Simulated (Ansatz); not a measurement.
NiO2:

```
CELL_PARAMETERS angstrom
2.91215 0.00000 0.00000
-1.45608 2.52200 0.00000
0.00000 0.00000 10.55527
ATOMIC_POSITIONS crystal
Ni 0.00000 0.00000 0.50000
Ni 0.00000 0.00000 0.00000
O 0.33333 0.66667 0.58908
O 0.33333 0.66667 0.91092
O 0.66667 0.33333 0.41092
O 0.66667 0.33333 0.08908
```

The cell comes from a database or a generator and needn't be the stable form of this composition.

Base run:

- Program: Ansatz 0.2.0
- Functional: PBEsol
- Potentials or basis: Ansatz PAW
- Cutoff: 420 eV (not typed: the program's choice for these potentials)
- k mesh: 10 × 10 × 3
- Occupations: fermi-dirac, width 0.05 eV
- Spin: collinear spin, ferromagnetic start
- Starting moments: [1.0, 1.0, 0.0, 0.0, 0.0, 0.0] μB
- Hubbard terms: Ni d U = 4 eV

Its results: band gap on the k mesh 1.30 eV, indirect (least direct gap 1.43 eV); pressure -14.7 GPa; net moment 0.00 μB per cell; largest force 0.895 eV/Å.

**Question.** The run is repeated on the same cell with these changes: hubbard terms from Ni d U = 4 eV to Ni d U = 1 eV. What comes out?

**Answer.** Band gap on the k mesh 1.11 eV, indirect (least direct gap 1.33 eV); pressure -15.1 GPa; net moment 0.00 μB per cell; largest force 0.994 eV/Å.

Caveats: the magnetic or orbital state may not be the lowest; odd divisions of the mesh miss points on the zone boundary, where band edges often lie, so the gap on the mesh can be too wide; the PAW data sets come from PBE, with cores solved anew for the run's functional, which leaves a small shift of forces and pressure; the density of states is complete only up to the lowest level of the last band computed; the starting moments weren't kept.

A k mesh can miss the band edges.
